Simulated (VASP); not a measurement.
The system is TaS2.

```xyz
3
Lattice="3.3500 0.0000 0.0000 -1.6750 2.9012 0.0000 0.0000 0.0000 5.8600" Properties=species:S:1:pos:R:3 pbc="T T T"
Ta    0.0000    0.0000    0.0000
S     1.6750    0.9671    4.3950
S     0.0000    1.9341    1.4650
```

| Quantity | Value |
| --- | --- |
| Program | VASP 6.6.1 |
| Task | relaxation of cell and atoms |
| Functional | PBE |
| Dispersion | D4 |
| Potentials or basis | VASP PAW PBE potentials, release 64 (Ta_pv, S) |
| Cutoff | 600 eV |
| k mesh | 9 × 9 × 5 |
| Occupations | fermi-dirac, width 0.05 eV |
| Spin | no spin polarisation |

At the start: pressure 6.5 GPa; volume 18.98 Å³/atom.

Q: Where does the relaxation end?

A: Over 17 steps the energy falls by 30.0 meV/atom and the volume is 19.03 Å³/atom (+0.2 %); space group P-3m1 (No. 164, to 0.05 Å).

The path:
| step | energy change (eV) | largest force (eV/Å) | pressure (GPa) | volume (Å³) |
| --- | --- | --- | --- | --- |
| 1 | 0.0000 | 1.2487 | 6.46 | 56.95 |
| 2 | 0.1509 | 1.4405 | -11.21 | 63.49 |
| 3 | -0.0758 | 0.1405 | -1.17 | 59.23 |
| 4 | -0.0759 | 0.1752 | -0.94 | 59.15 |
| 5 | -0.0859 | 0.0800 | -0.43 | 58.53 |
| 6 | -0.0869 | 0.0394 | -0.21 | 58.27 |
| 7 | -0.0869 | 0.0368 | -0.20 | 58.25 |
| 8 | -0.0874 | 0.0771 | 0.12 | 58.04 |
| 9 | -0.0876 | 0.1101 | 0.38 | 57.87 |
| 10 | -0.0878 | 0.1054 | 0.36 | 57.85 |
| 11 | -0.0883 | 0.0919 | 0.28 | 57.78 |
| 12 | -0.0891 | 0.0651 | 0.12 | 57.63 |
| 13 | -0.0898 | 0.0114 | -0.18 | 57.34 |
| 14 | -0.0899 | 0.0152 | -0.06 | 57.22 |
| 15 | -0.0900 | 0.0224 | 0.17 | 56.99 |
| 16 | -0.0900 | 0.0193 | 0.08 | 57.09 |
| 17 | -0.0900 | 0.0026 | -0.02 | 57.08 |

Final structure:
```
Ta S
1.0
     3.34282    0.00000    0.00000
    -1.67141    2.89497    0.00000
     0.00000    0.00000    5.89792
Ta S
1 2
Direct
  0.00000 0.00000 0.00000
  0.66667 0.33333 0.73858
  0.33333 0.66667 0.26142
```
